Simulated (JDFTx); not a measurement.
Set up this calculation in JDFTx 1.7.0 (patched build), as the native input.

| Property | Result |
| --- | --- |
| Task | relaxation of cell and atoms |
| Functional | r2SCAN |
| Potentials or basis | SG15-PBE-1.2 with smoothed tails |
| Cutoff | 1088 eV |
| Density cutoff | 8708 eV |
| k mesh | 3 × 3 × 2 |
| Occupations | fermi-dirac, width 0.05 eV |
| Spin | no spin polarisation |
| Local potential set to -Z/r beyond | 6 bohr |
| Bands | 18 |
| Density cutoff over wavefunction cutoff | 8 |
| Max SCF steps | 100 |
| SCF threshold on the energy | 1e-09 Ha |
| Solver of the electrons | scf |
| Further solve for the empty bands | no |

Crystal: BaH2.

```
CELL_PARAMETERS angstrom
4.46203 0.00000 0.00000
-2.23101 3.86423 0.00000
0.00000 0.00000 6.05529
ATOMIC_POSITIONS crystal
Ba 0.33333 0.66667 0.25000
Ba 0.66667 0.33333 0.75000
H 0.00000 0.00000 0.00000
H 0.00000 0.00000 0.50000
H 0.66667 0.33333 0.25000
H 0.33333 0.66667 0.75000
```

The cell comes from a database or a generator and needn't be the stable form of this composition.

These files were run (other wordings do the same):

BaH2.in

```
include BaH2.lattice
coords-type Lattice
include BaH2.ionpos

ion-species pseudo/Ba.upf
ion-species pseudo/H.upf
elec-cutoff 40 320
elec-ex-corr mgga-x-r2scan mgga-c-r2scan
kpoint-folding 3 3 2
elec-smearing Fermi 0.0018374661
elec-n-bands 18
electronic-SCF nIterations 100 energyDiffThreshold 1e-09
electronic-minimize nIterations 30 energyDiffThreshold 1e-7
forces-output-coords Cartesian
lattice-minimize nIterations 40 energyDiffThreshold 1e-6

dump-name run.$VAR
dump End Ecomponents EigStats BandEigs Kpoints Forces Stress ElecDensity KEdensity
```

BaH2.lattice

```
lattice \
    8.4320053101    -4.2160026551     0.0000000000 \
    0.0000000000     7.3023308035     0.0000000000 \
    0.0000000000     0.0000000000    11.4428445996
```

BaH2.ionpos

```
ion Ba     0.3333333333     0.6666666667     0.2500000000 1
ion Ba     0.6666666667     0.3333333333     0.7500000000 1
ion H      0.0000000000     0.0000000000     0.0000000000 1
ion H      0.0000000000     0.0000000000     0.5000000000 1
ion H      0.6666666667     0.3333333333     0.2500000000 1
ion H      0.3333333333     0.6666666667     0.7500000000 1
```

Potentials or basis: SG15-PBE-1.2 with smoothed tails.

Run with:

```sh
$ jdftx -c 2 -i BaH2.in -o BaH2.out
```

It gave:

The relaxed volume is 17.24 Å³/atom and the relaxed cell is a = 4.429 Å, b = 4.429 Å, c = 6.088 Å, α = 90.00°, β = 90.00°, γ = 120.00°. The space group after relaxing (to 0.05 Å) is P6_3/mmc (No. 194). The energy gained by relaxing is 0.6 meV/atom, the ionic steps are 7 and the pressure after relaxing is 0.0 GPa. The band gap on the k mesh is 2.18 eV, indirect (least direct gap 3.46 eV).

Caveat: the k mesh is coarse (spacing up to 0.54 Å⁻¹), so the values aren't converged; the potentials were made for another functional, which shifts forces and pressure; spin-orbit coupling is left out, which moves the levels of the heavy elements; an odd mesh through Γ misses points on the zone boundary, where band edges often lie.

Wall time 18 min on 2 threads of Arm Neoverse N1 (shared host), peak memory 0.3 GiB.
